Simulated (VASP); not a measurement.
Set up this calculation in VASP 6.6.1, as the native input.

| Property | Result |
| --- | --- |
| Task | single point |
| Functional | LDA |
| Potentials or basis | VASP PAW LDA potentials, release 64 (Zn, O) |
| Cutoff | 520 eV |
| k mesh | 8 × 5 × 1 |
| Occupations | gaussian, width 0.03 eV |
| Spin | no spin polarisation |
| Dipole correction | yes |
| Further INCAR settings | ALGO = Normal; EDIFF = 1e-06; NBANDS = 106 |

The structure of ZnO lies in POSCAR:

```
ZnO                                     
1.0
    3.1939353800      0.0000000000      0.0000000000
    0.0000000000      5.1636360000      0.0000000000
    0.0000000000      0.0000000000     26.9861298300
  Zn              O             
    10    10
Direct
     0.9999997600000015    0.4682157633706808    0.2903831274502384
     0.5000008199999968    0.0045616672205222    0.3075192510316743
     0.4999999500000030    0.5008113427634993    0.3826900476406824
     0.0000010199999991    0.0055250862128013    0.4129429963580161
     0.0000001499999982    0.5018556858178477    0.4840046801859514
     0.5000012100000006    0.0018556858178477    0.5159953198140488
     0.5000003399999997    0.5055250862128013    0.5870570036419839
     0.0000014000000021    0.0008113427634994    0.6173099523593174
     0.0000005300000012    0.5045616672205222    0.6924807489683256
     0.5000015999999974    0.9682157633706806    0.7096168725497614
     0.9999997600000015    0.1211821506917781    0.2774086932411776
     0.5000008199999968    0.6281983292722221    0.3126881864186623
     0.4999999500000030    0.1249319505645399    0.3790890186307453
     0.0000010199999991    0.6260489864788417    0.4153840715721624
     0.0000001499999982    0.1236190376072621    0.4820531245486628
     0.5000012100000006    0.6236190376072619    0.5179468754513374
     0.5000003399999997    0.1260489864788417    0.5846159284278375
     0.0000014000000021    0.6249319505645397    0.6209109813692545
     0.0000005300000012    0.1281983292722221    0.6873118135813376
     0.5000015999999974    0.6211821506917783    0.7225913067588224
```

The input as run:

INCAR

```
ALGO = Normal ; DIPOL = 0.5 0.5 0.500
EDIFF = 1E-6 ; ENCUT = 520
ICORELEVEL = 1 ; IDIPOL = 3
ISIF = 2 ; ISMEAR = 0
LASPH = True ; LCHARG = False
LDIPOL = True ; LREAL = False
LUSENCCL = False ; LVACPOTAV = True
LVHAR = True ; LWAVE = False
NBANDS = 106 ; NELM = 80
PREC = Accurate ; SIGMA = 0.03
```

KPOINTS

```
k-points
0
Gamma
  8 5 1
```

Potentials or basis: VASP PAW LDA potentials, release 64 (Zn, O).

Launch:

```console
$ cat potpaw_LDA.64/Zn/POTCAR potpaw_LDA.64/O/POTCAR > POTCAR
$ mpirun -np 1 vasp_std > vasp.out
```

It gave:

| Quantity | Value |
| --- | --- |
| Largest force | 0.019 eV/Å |
| Band gap on the k mesh | 0.82 eV, direct |
| Ionisation potential of the upper face | 6.06 eV |

Run time: 7.7 min on 1 × NVIDIA H100 80GB with 1 thread of AMD EPYC 7R13 Processor (Zen 3), with other jobs on the host, peak memory 1.7 GiB.
